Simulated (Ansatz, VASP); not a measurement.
**One calculation of MgS, two programs**

```
CELL_PARAMETERS angstrom
0.00000 2.79677 2.60165
2.40653 0.00000 2.60165
2.40653 2.79677 0.00000
ATOMIC_POSITIONS crystal
Mg 0.00000 0.00000 0.00000
S 0.50000 0.50000 0.50000
```

Change from the starting cell: strain -0.0750 x Voigt [1, -1, 0, 0, 0, 0], atoms carried along.

Alike in both runs: task single point; functional PBE; k mesh 8 × 8 × 8; occupations gaussian, width 0.05 eV; no spin polarisation.

|  | VASP | Ansatz |
| --- | --- | --- |
| version | VASP 6.6.1 | Ansatz 0.2.0 |
| potentials or method | VASP PAW PBE potentials, release 64 (Mg, S) | scalar-relativistic, plane waves, PAW |
| plane-wave cutoff (eV) | 520 | 420 |
| valence electrons in the cell | 8 | 16 |

VASP gave:

* gap on the k mesh at the Fermi level (eV): 2.39
* least direct gap on the mesh (eV): 3.53
* pressure (GPa): 4.1
* largest component of the traceless stress (GPa): 9.91

Q: What did Ansatz give for the same quantities?

A: gap on the k mesh at the Fermi level (eV): 2.40; least direct gap on the mesh (eV): 3.54; pressure (GPa): 4.4; largest component of the traceless stress (GPa): 9.94.

The two sets of potentials don't hold the same shells in valence.

A k mesh can miss the band edges.
